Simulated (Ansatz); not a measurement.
The reference is ZnTe in the zinc blende structure (space group F-43m, No. 216; a = 6.066 Å). Axes: x, y, z lie along the cube axes.

Method: Ansatz (a program for electronic structure), PBEsol, PAW, cutoff 420 eV, without spin-orbit coupling.

For the base:

```
Property                 Value
-------------  ---------------
Pressure              0.00 GPa
Gap character      direct at Γ
Band gap               1.24 eV
Electron mass  0.083 mₑ (at Γ)
```

One thing is altered: the cell is compressed by 2.75 % along z with no lateral relaxation, atoms relaxed at fixed cell.

Task: What does the calculation give for the pressure, gap character, band gap and electron mass after the change?

Result: The pressure (mean of the normal stresses, compression positive) goes from zero to 1.49 GPa; the gap character is still direct at Γ; the band gap grows by 0.06 eV to 1.30 eV; the electron mass becomes 0.089 mₑ (at Γ) (base: 0.083 mₑ (at Γ)).

With Te present, leaving out spin-orbit coupling can change the band edges. The cells carry an imposed strain or load. Effective masses come from finite differences of ±0.01 Å⁻¹. No phonon test of stability was made. Labels are those of the standard path for the cell's own space group.
